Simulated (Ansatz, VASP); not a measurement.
## Ag in VASP and in Ansatz

INCAR

```
PREC     = Accurate       # precision mode
ENCUT    = 520            # plane-wave cutoff, eV
EDIFF    = 1E-8           # SCF threshold, eV
ISMEAR   = -1             # smearing method
SIGMA    = 0.05           # smearing width, eV
LREAL    = F              # projectors in reciprocal space
LASPH    = T              # aspherical terms in the spheres
NELM     = 80             # most SCF steps
ALGO     = Normal         # electronic algorithm
ISIF     = 2              # what is computed and relaxed
LWAVE    = F              # write WAVECAR
LCHARG   = F              # write CHGCAR
GGA      = CA             # functional
LEFG     = T            
NBANDS   = 12             # bands
```

KPOINTS

```
regular mesh
0
Gamma
  15 15 15
```

POSCAR

```
Ag
1.0
    0.0000000000      2.0431000000      2.0226690000
    2.0431000000      0.0000000000      2.0226690000
    2.0431000000      2.0431000000      0.0000000000
Ag
1
Direct
    0.0000000000      0.0000000000      0.0000000000
```

Input for Ansatz:

```yaml
crystal:
  lattice:
    - [0.0, 2.0431, 2.022669]
    - [2.0431, 0.0, 2.022669]
    - [2.0431, 2.0431, 0.0]
  atoms:
    - { symbol: Ag, position: [0.0, 0.0, 0.0] }
kpoints:
  mp_grid: { grid: [15, 15, 15] }
scf:
  occupations: { method: fermi_dirac, width: 0.05 }
hamiltonian:
  xc: lda
  pseudopotentials: { kind: all_electron, datasets: crystal }
output:
  forces: true
  stress: true
  eigenvalues: true
  efg: { contact_densities: true }
```

Change from the starting cell: zz strain of -1 %, crystal datasets.

Alike in both runs: task electric field gradients; functional LDA; k mesh 15 × 15 × 15; occupations fermi-dirac, width 0.05 eV; no spin polarisation.

|  | VASP | Ansatz |
| --- | --- | --- |
| version | VASP 6.6.1 | Ansatz 0.2.0 |
| potentials or method | VASP PAW LDA potentials, release 64 (Ag) | all-electron PAW with datasets made for the crystal, scalar-relativistic |
| plane-wave cutoff (eV) | 520 | see its input |

Ansatz gave:

* pressure (GPa): -6.5
* Vzz of the field gradient on the site that differs most (V/Å²): 0.9

Q: Estimate VASP's values.

A: Pressure (GPa): -6.3; Vzz of the field gradient on the site that differs most (V/Å²): 0.6.

Ansatz ran all-electron here, so the differences hold the error of VASP's frozen core and of both bases. Ansatz warned: «gradients_without_spin_orbit».
